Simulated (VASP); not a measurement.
Here is a VASP 6.6.1 calculation.

Contents of INCAR:

```
SYSTEM = GeSe
ALGO = Normal
DIPOL = 0.5 0.5 0.500
EDIFF = 1E-6
ENCUT = 520
GGA = PS
IDIPOL = 3
ISIF = 2
ISMEAR = 0
KPAR = 4
LASPH = .TRUE.
LCHARG = .TRUE.
LDIPOL = .TRUE.
LREAL = .FALSE.
LVACPOTAV = .TRUE.
LVHAR = .TRUE.
LWAVE = .FALSE.
NELM = 100
PREC = Accurate
SIGMA = 0.05
```

File KPOINTS:

```
k-points
0
G
  6 2 1
  0 0 0
```

POSCAR

```
GeSe
1.0
    4.3800000000      0.0000000000      0.0000000000
    0.0000000000     10.7900000000      0.0000000000
    0.0000000000      0.0000000000     31.5499999994
Ge Se
12 12
Direct
    0.8940000000      0.1210000000      0.3486529319
    0.6060000000      0.6210000000      0.3486529319
    0.8940000000      0.1210000000      0.4697305864
    0.6060000000      0.6210000000      0.4697305864
    0.3940000000      0.3790000000      0.4091917591
    0.1060000000      0.8790000000      0.4091917591
    0.8940000000      0.1210000000      0.5908082409
    0.6060000000      0.6210000000      0.5908082409
    0.3940000000      0.3790000000      0.5302694136
    0.1060000000      0.8790000000      0.5302694136
    0.3940000000      0.3790000000      0.6513470681
    0.1060000000      0.8790000000      0.6513470681
    0.4970000000      0.8520000000      0.3486529319
    0.0030000000      0.3520000000      0.3486529319
    0.4970000000      0.8520000000      0.4697305864
    0.0030000000      0.3520000000      0.4697305864
    0.9970000000      0.6480000000      0.4091917591
    0.5030000000      0.1480000000      0.4091917591
    0.4970000000      0.8520000000      0.5908082409
    0.0030000000      0.3520000000      0.5908082409
    0.9970000000      0.6480000000      0.5302694136
    0.5030000000      0.1480000000      0.5302694136
    0.9970000000      0.6480000000      0.6513470681
    0.5030000000      0.1480000000      0.6513470681
```

Potentials or basis: VASP PAW PBE potentials, release 64 (Ge_d, Se).

Run with:

```sh
$ cat potpaw_PBE.64/Ge_d/POTCAR potpaw_PBE.64/Se/POTCAR > POTCAR
$ mpirun -np 8 vasp_std > vasp.out
```

Q: Estimate the ionisation potential of the upper face.

A: 5.08 eV.

Q: What does it give for the band gap on the k mesh?

A: 0.67 eV, direct.

Q: Estimate the largest force.

A: 0.987 eV/Å.

Forces on the atoms (eV/Å):
```
Ge   0.117  0.680  0.706
Ge  -0.117  0.680  0.706
Ge   0.008 -0.076  0.094
Ge  -0.008 -0.076  0.094
Ge  -0.134  0.195 -0.677
Ge   0.134  0.195 -0.677
Ge  -0.134 -0.195  0.677
Ge   0.134 -0.195  0.677
Ge   0.008  0.076 -0.094
Ge  -0.008  0.076 -0.094
Ge   0.117 -0.680 -0.706
Ge  -0.117 -0.680 -0.706
Se  -0.097 -0.416  0.089
Se   0.097 -0.416  0.089
Se   0.026  0.121 -0.018
Se  -0.026  0.121 -0.018
Se  -0.034 -0.361 -0.253
Se   0.034 -0.361 -0.253
Se  -0.034  0.361  0.253
Se   0.034  0.361  0.253
Se   0.026 -0.121  0.018
Se  -0.026 -0.121  0.018
Se  -0.097  0.416 -0.089
Se   0.097  0.416 -0.089
```

Caveat: the PAW data sets were made with another functional, which shifts forces and pressure a little.
